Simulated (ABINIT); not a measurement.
AlN in ABINIT: the effect of dispersion

Crystal: AlN.

```xyz
4
Lattice="3.1130 0.0000 0.0000 -1.5565 2.6959 0.0000 0.0000 0.0000 4.9810" Properties=species:S:1:pos:R:3 pbc="T T T"
Al    1.5565    0.8986    2.4905
Al    0.0000    1.7973    0.0000
N     1.5565    0.8986    4.3833
N     0.0000    1.7973    1.8928
```

Alike in all runs:

* Program: ABINIT 10.8.3 (patched build)
* Task: relaxation of cell and atoms
* Functional: PBE
* Potentials or basis: JTH PAW PBE v2.0
* Cutoff: 707 eV
* k mesh: 8 × 8 × 5
* Occupations: fermi-dirac, width 0.05 eV
* Spin: no spin polarisation

Each run relaxes the cell or the atoms first.

```csv
dispersion,relaxed volume (Å³/atom),gap on the mesh (eV)
none,?,?
D3,10.49,4.15
D3(BJ),10.45,4.18
D4,10.44,4.19
```

Question: What does the run with dispersion none give?

Answer: Relaxed volume 10.68 Å³/atom; gap on the mesh 3.99 eV.

